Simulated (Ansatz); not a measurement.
Bi:

```
Bi
1.0
    -4.44975    4.44975    2.06563
     4.44975   -4.44975    2.06563
     4.44975    4.44975   -2.06563
Bi
4
Direct
  0.14566 0.35434 0.50000
  0.85434 0.64566 0.50000
  0.64566 0.14566 0.79131
  0.35434 0.85434 0.20869
```

This isn't the form of Bi at room conditions, which is rhombohedral.

Base run:

| Property | Result |
| --- | --- |
| Program | Ansatz 0.2.0 |
| Functional | PBEsol |
| Potentials or basis | all-electron LAPW, scalar-relativistic |
| Cutoff | 175 eV |
| Density cutoff | 700 eV |
| Basis error allowed | 0.001 eV/atom |
| k mesh | 7 × 7 × 7 |
| Occupations | fermi-dirac, width 0.05 eV |
| Spin | no spin polarisation |

Its results: pressure -1.8 GPa; largest force 0.121 eV/Å.

**Question.** The run is repeated on the same cell with these changes: functional from PBEsol to LDA; basis error allowed from 0.001 eV/atom to 0.002 eV/atom. What comes out?

**Answer.** Pressure -2.8 GPa; largest force 0.157 eV/Å.

Not every run made on this cell is shown here.
